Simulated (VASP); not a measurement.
Wanted: the native input for a VASP 6.6.1 run.

| Property | Result |
| --- | --- |
| Task | relaxation of cell and atoms |
| Functional | PBEsol |
| Potentials or basis | VASP PAW PBE potentials, release 64 (K_sv, Cl) |
| Cutoff | 600 eV |
| k mesh | 6 × 6 × 6 |
| Occupations | gaussian, width 0.02 eV |
| Spin | no spin polarisation |
| Further INCAR settings | ALGO = Normal; EDIFF = 1e-07; IBRION = 2; EDIFFG = -0.005; NSW = 90; ISIF = 3 |

The structure of KCl lies in POSCAR:

```
KCl
1.0
    0.0000000000      3.1341000000      3.1341000000
    3.1341000000      0.0000000000      3.1341000000
    3.1341000000      3.1341000000      0.0000000000
K Cl
1 1
Direct
    0.0000000000      0.0000000000      0.0000000000
    0.5000000000      0.5000000000      0.5000000000
```

One way to write it, as run:

INCAR

```
PREC = Accurate
ENCUT = 600
EDIFF = 1E-7
ISMEAR = 0
SIGMA = 0.02
LREAL = False
LASPH = True
NELM = 60
ALGO = Normal
ISIF = 3
LWAVE = False
LCHARG = False
GGA = PS
IBRION = 2
NSW = 90
EDIFFG = -0.005
```

KPOINTS

```
Automatic mesh
0
Gamma
  6 6 6
```

Potentials or basis: VASP PAW PBE potentials, release 64 (K_sv, Cl).

Launch:

```console
$ cat potpaw_PBE.64/K_sv/POTCAR potpaw_PBE.64/Cl/POTCAR > POTCAR
$ mpirun -np 1 vasp_std > vasp.out
```

It gave:

```yaml
Relaxed_volume: 30.59 Å³/atom
Relaxed_cell: a = 4.423 Å, b = 4.423 Å, c = 4.423 Å, α = 60.00°, β = 60.00°, γ = 60.00°
Space_group_after_relaxing_to_0.05_Å: Fm-3m (No. 225)
Energy_gained_by_relaxing: 0.1 meV/atom
Ionic_steps: 3
Pressure_after_relaxing: 0.0 GPa
Band_gap_on_the_k_mesh: 5.08 eV, direct
```

Caveat: the PAW data sets were made with another functional, which shifts forces and pressure a little.

Wall time 29 s on 1 thread of Intel(R) Xeon(R) Platinum 8488C (Sapphire Rapids), with other jobs on the host, peak memory 0.21 GiB.
